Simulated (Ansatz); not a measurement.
# How the vibrations of BN change with volume

Theory: DFT PBE+D3(BJ), scalar-relativistic, plane waves, PAW (Ansatz 0.2.0). Settings: 420 eV plane-wave cutoff, Γ-centred 12×12×12 mesh, fixed occupations. No spin polarisation. Phonons by linear response, acoustic sum rule imposed.

Relaxed structure:
Space group R3m:H (No. 160). a = 2.506 Å, b = 2.506 Å, c = 9.879 Å, α = 90.00°, β = 90.00°, γ = 120.00°
```
atom site symmetry x y z
   B    3a        3m  0.6667  0.3333  0.3329
   N    3a        3m  0.0000  0.0000  0.3327
```

Cells at 0.98 and 1.02 times the equilibrium volume were relaxed in shape and atoms; γ = −d ln ν / d ln V, modes matched by rank.

Question: Give the optical frequencies at Γ without the LO field (cm⁻¹) at the three volumes and the mode Grüneisen parameters.

Answer:
```csv
0.98 V,V,1.02 V,γ,degeneracy
744,748,751,-0.25,1
1359,1356,1353,0.12,2
```

Question: What pressures hold the two strained cells, and what bulk modulus follows?

Answer: 0.62 GPa at 0.98 V and -0.49 GPa at 1.02 V, so B = −dP/d ln V ≈ 28 GPa.

Question: How does the gap respond?

Answer: It is 4.19, 4.23 and 4.26 eV at 0.98, 1 and 1.02 V: dE_g/d ln V = 1.9 eV.

Question: And the dielectric constants (a third of the trace)?

Answer: ε∞: 4.17, 4.10, 4.03; ε0: 5.5, 5.4, 5.3, in order of rising volume.

This form isn't the usual stable structure of the compound.